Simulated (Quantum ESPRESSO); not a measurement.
# MnS: equation of state with PBEsol

MnS:

```
Mn S
1.0
     3.95358    0.00000    0.00000
    -1.97679    3.42390    0.00000
     0.00000    0.00000    6.34253
Mn S
2 2
Direct
  0.66667 0.33333 0.49884
  0.33333 0.66667 0.99884
  0.33333 0.66667 0.62615
  0.66667 0.33333 0.12615
```

The cell is a database's computed one.

```yaml
Program: Quantum ESPRESSO 7.5
Task: equation of state
Functional: PBEsol
Potentials_or_basis: GBRV 1.5 PBEsol
Cutoff: 612 eV
Density_cutoff: 4898 eV
k_mesh: 8 × 8 × 4
Occupations: fermi-dirac, width 0.05 eV
Spin: collinear spin, ferromagnetic start
Starting_moments: "[4.0, 4.0, 0.0, 0.0] μB"
```

```
Equilibrium volume                        : 21.32 Å³/atom (rough: see the caveat)
Bulk modulus at fixed shape and positions : 52 GPa (rough)
```

Energy against volume, from the lowest point:
| volume (Å³/atom) | energy (meV/atom) |
| --- | --- |
| 20.176 | 9.98 |
| 20.606 | 3.83 |
| 21.035 | 0.46 |
| 21.464 | 0.00 |
| 21.893 | 2.36 |
| 22.323 | 7.40 |
| 22.752 | 14.97 |

All runs of the series together: 4.6 min on 2 threads of Intel(R) Xeon(R) 6975P-C (Granite Rapids), with other jobs on the host.

Caveat: the fit is doubtful: noisy points or a state that changes with volume; the cell was scaled at fixed shape and fractional positions, which overstates the stiffness of a crystal with free parameters, most of all of layers and chains.
